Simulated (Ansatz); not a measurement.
## Quadrupolar parameters in ZnS

The cell is a computed structure from the Materials Project (it need not be an observed phase), taken as it stands.

```cif
data_structure
_symmetry_space_group_name_H-M 'P 1'
_symmetry_Int_Tables_number 1
_cell_length_a 3.8085
_cell_length_b 3.8085
_cell_length_c 31.1363
_cell_angle_alpha 90.000
_cell_angle_beta 90.000
_cell_angle_gamma 120.000
_cell_volume 391.11
loop_
_atom_site_label
_atom_site_type_symbol
_atom_site_fract_x
_atom_site_fract_y
_atom_site_fract_z
_atom_site_occupancy
Zn1 Zn 0.00000 0.00000 0.59998 1
Zn2 Zn 0.66667 0.33333 0.20008 1
Zn3 Zn 0.66667 0.33333 0.80001 1
Zn4 Zn 0.33333 0.66667 0.69993 1
Zn5 Zn 0.00000 0.00000 0.30002 1
Zn6 Zn 0.00000 0.00000 0.00001 1
Zn7 Zn 0.33333 0.66667 0.90005 1
Zn8 Zn 0.66667 0.33333 0.50004 1
Zn9 Zn 0.33333 0.66667 0.10009 1
Zn10 Zn 0.33333 0.66667 0.40001 1
S11 S 0.00000 0.00000 0.07507 1
S12 S 0.00000 0.00000 0.67493 1
S13 S 0.33333 0.66667 0.97491 1
S14 S 0.33333 0.66667 0.47498 1
S15 S 0.66667 0.33333 0.57497 1
S16 S 0.33333 0.66667 0.77486 1
S17 S 0.66667 0.33333 0.27501 1
S18 S 0.33333 0.66667 0.17503 1
S19 S 0.00000 0.00000 0.37498 1
S20 S 0.66667 0.33333 0.87504 1
```

Atoms are numbered from 1 in the order listed; like atoms form one site, named after its first atom.

Method: Kohn–Sham DFT in Ansatz, PBE, plane waves and PAW (field gradients read without the response of the frozen cores, which leaves them typically 4 to 6 % off), scalar-relativistic, 420 eV cutoff, Γ-centred 8×8×1 k-points, Fermi–Dirac smearing 0.02 eV.

C_Q = eQV_zz/h, which is 24.18 MHz for Q = 1 b and V_zz = 10²¹ V/m²; η = (V_xx − V_yy)/V_zz.

⁶⁷Zn: I = 5/2, Q = 122.0 mb; 33S: I = 3/2, Q = -69.40 mb. Quadrupole moments are those of Pyykkö's year-2017 table.

Question: What field gradients does the calculation give at each kind of site?

Answer: 

```
site  atoms (order as listed)          first shell  V_xx, V_yy, V_zz (10²¹ V/m²)     η  C_Q (MHz)
 Zn1                        1        4 S at 2.33 Å         -0.008, -0.008, 0.016  0.00      0.049
 Zn2                     2, 8        4 S at 2.33 Å              0.00, 0.00, 0.00     –         ≈0
 Zn3                        3   4 S at 2.33–2.34 Å          0.047, 0.047, -0.094  0.00     -0.277
 Zn4                    4, 10        4 S at 2.33 Å         -0.013, -0.013, 0.026  0.00      0.078
 Zn5                        5        4 S at 2.33 Å         -0.011, -0.011, 0.022  0.00      0.066
 Zn6                        6   4 S at 2.33–2.34 Å          0.034, 0.034, -0.069  0.00     -0.202
 Zn7                        7        4 S at 2.33 Å         -0.022, -0.022, 0.045  0.00      0.133
 Zn9                        9        4 S at 2.33 Å         -0.033, -0.033, 0.067  0.00      0.196
 S11                       11  4 Zn at 2.33–2.34 Å          -0.095, -0.095, 0.19  0.00     -0.319
 S12               12, 15, 17       4 Zn at 2.33 Å         -0.014, -0.014, 0.028  0.00     -0.048
 S13                       13       4 Zn at 2.33 Å         -0.048, -0.048, 0.097  0.00     -0.162
 S14                       14       4 Zn at 2.33 Å         -0.024, -0.024, 0.049  0.00     -0.082
 S16                       16       4 Zn at 2.33 Å          -0.055, -0.055, 0.11  0.00     -0.184
 S18                       18       4 Zn at 2.33 Å         -0.026, -0.026, 0.052  0.00     -0.088
 S19                       19       4 Zn at 2.33 Å         -0.018, -0.018, 0.036  0.00     -0.061
 S20                       20  4 Zn at 2.33–2.34 Å          -0.092, -0.092, 0.18  0.00     -0.309
```

An axis of threefold or higher order runs through Zn1, Zn3, Zn4, Zn5, Zn6 and Zn7 and others, so V_zz lies along it and η is zero.

Hardware: 1 thread of AMD EPYC 9R14 (Zen 4) (x86_64; 16 cores open to the job, memory cap 3.0 GiB, no GPU), a shared host with a load of 0.2 a core. Wall time 38 s, CPU time 37 s, peak memory 0.81 GiB.
